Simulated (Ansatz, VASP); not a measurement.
## One calculation of GaN, two programs

The input INCAR:

```
SYSTEM = GaN
ALGO     = Normal         ! electronic algorithm
EDIFF    = 1E-7           ! SCF threshold, eV
ENCUT    = 520            ! plane-wave cutoff, eV
GGA      = PE             ! functional
ISIF     = 2              ! what is computed and relaxed
ISMEAR   = 0              ! smearing method
LASPH    = .TRUE.         ! aspherical terms in the spheres
LCHARG   = .FALSE.        ! write CHGCAR
LREAL    = .FALSE.        ! projectors in reciprocal space
LWAVE    = .FALSE.        ! write WAVECAR
NBANDS   = 46             ! bands
NELM     = 80             ! most SCF steps
PREC     = Accurate       ! precision mode
SIGMA    = 0.01           ! smearing width, eV
```

The input KPOINTS:

```
k-points
0
G
  9 9 2
  0 0 0
```

Contents of POSCAR:

```
GaN
1.0
    3.1514589026      0.0000000000      0.0000000000
   -1.5757294513      2.7292434686      0.0000000000
    0.0000000000      0.0000000000     10.2811540994
Ga N
4 4
Direct
    0.0000000000      0.0000000000     -0.0003500022
    0.3333333333      0.6666666667      0.2499403971
    0.0000000000      0.0000000000      0.4996499978
    0.6666666667      0.3333333333      0.7499403971
    0.0000000000      0.0000000000      0.1876293213
    0.3333333333      0.6666666667      0.4377802838
    0.0000000000      0.0000000000      0.6876293213
    0.6666666667      0.3333333333      0.9377802838
```

Input for Ansatz:

```yaml
crystal:
  lattice:
    - [3.1514589026, 0.0, 0.0]
    - [-1.5757294513, 2.7292434686, 0.0]
    - [0.0, 0.0, 10.2811540994]
  atoms:
    - { symbol: Ga, position: [0.0, 0.0, -0.0003500022] }
    - { symbol: Ga, position: [0.3333333333, 0.6666666667, 0.2499403971] }
    - { symbol: Ga, position: [0.0, 0.0, 0.4996499978] }
    - { symbol: Ga, position: [0.6666666667, 0.3333333333, 0.7499403971] }
    - { symbol: "N", position: [0.0, 0.0, 0.1876293213] }
    - { symbol: "N", position: [0.3333333333, 0.6666666667, 0.4377802838] }
    - { symbol: "N", position: [0.0, 0.0, 0.6876293213] }
    - { symbol: "N", position: [0.6666666667, 0.3333333333, 0.9377802838] }
kpoints:
  mp_grid: { grid: [9, 9, 2] }
hamiltonian:
  xc: pbe
scf:
  occupations: { method: fixed }
  n_extra_bands: 6
output:
  forces: true
  stress: true
  eigenvalues: true
```

Alike in both runs: task single point; functional PBE; k mesh 9 × 9 × 2; no spin polarisation.

|  | VASP | Ansatz |
| --- | --- | --- |
| version | VASP 6.6.1 | Ansatz 0.2.0 |
| potentials or method | VASP PAW PBE potentials, release 64 (Ga_d, N) | plane waves, PAW |
| plane-wave cutoff (eV) | 520 | 420 |
| occupations | gaussian, width 0.01 eV | fixed |
| valence electrons in the cell | 72 | 72 |

|  | VASP | Ansatz | Ansatz less VASP |
| --- | --- | --- | --- |
| gap on the k mesh at the Fermi level (eV) | 2.04 | 2.03 | -0.011 |
| pressure (GPa) | 12.2 | 12.2 | +0.02 |
| rms of the force components (eV/Å) | 0.004 | 0.004 | -0.0003 |

Atom by atom the forces differ by 0.000 eV/Å (rms over components).

As with any semilocal functional, this PBE gap is likely too small.
